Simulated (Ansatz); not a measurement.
Relaxed LaAlO3 (R-3c-perovskite type, space group R-3c):

```
LaAlO3
1.0
    2.70656     1.56263     4.39782
   -2.70656     1.56263     4.39782
    0.00000    -3.12526     4.39782
La Al O
2 2 6
Cartesian
  0.00000   0.00000   3.29837
  0.00000   0.00000   9.89510
  0.00000   0.00000   0.00000
  0.00000   0.00000   6.59673
  0.21056   1.56263   7.69619
 -1.45856  -0.59896   7.69619
  1.24800  -0.96367   7.69619
 -0.21056  -1.56263   5.49728
  1.45856   0.59896   5.49728
 -1.24800   0.96367   5.49728
```

A phonon eigenvector at Γ is frozen into this cell: atom i moves by Q times the vector below, so Q is the largest atomic displacement, in Å. The cell is held. It is one choice among 2 degenerate patterns.

```json
[
 {"atom": "La1", "x": "0.000", "y": "-0.042", "z": "0.000"},
 {"atom": "La2", "x": "0.000", "y": "-0.042", "z": "0.000"},
 {"atom": "Al3", "x": "-0.078", "y": "0.114", "z": "0.000"},
 {"atom": "Al4", "x": "0.078", "y": "0.114", "z": "0.000"},
 {"atom": "O5", "x": "0.000", "y": "-0.519", "z": "0.855"},
 {"atom": "O6", "x": "-0.500", "y": "0.346", "z": "-0.427"},
 {"atom": "O7", "x": "0.500", "y": "0.346", "z": "-0.427"},
 {"atom": "O8", "x": "0.000", "y": "-0.519", "z": "0.855"},
 {"atom": "O9", "x": "-0.500", "y": "0.346", "z": "-0.427"},
 {"atom": "O10", "x": "0.500", "y": "0.346", "z": "-0.427"}
]
```

Level of theory: PBE (plane waves to 420 eV, PAW, scalar-relativistic; Ansatz, a first-principles code). k mesh 8×8×8 (Γ-centred), Fermi-Dirac smearing 0.05 eV. E stands for the smeared free energy. LaAlO3 is run without spin polarisation. LaAlO3 was relaxed with its symmetry unable to fall. The zero of ΔE is the undisplaced structure.

The scan covers Q from -0.180 to 0.180 Å in 13 points.

**Question.** Which space group does the distorted structure have?

**Answer.** Cc (No. 9), lowered from R-3c.

**Question.** Is the energy the same for equal positive and negative displacements?

**Answer.** Even: the same for both signs.

**Question.** What is the energy change at Q = 0.180 Å?

**Answer.** 349 meV/cell.

**Question.** What harmonic wavenumber does the curvature at Q = 0 give?

**Answer.** 286 cm⁻¹.

(For displaced atoms, the force is minus the slope of the energy, and its curvature is a force constant, which sets phonon frequencies.)
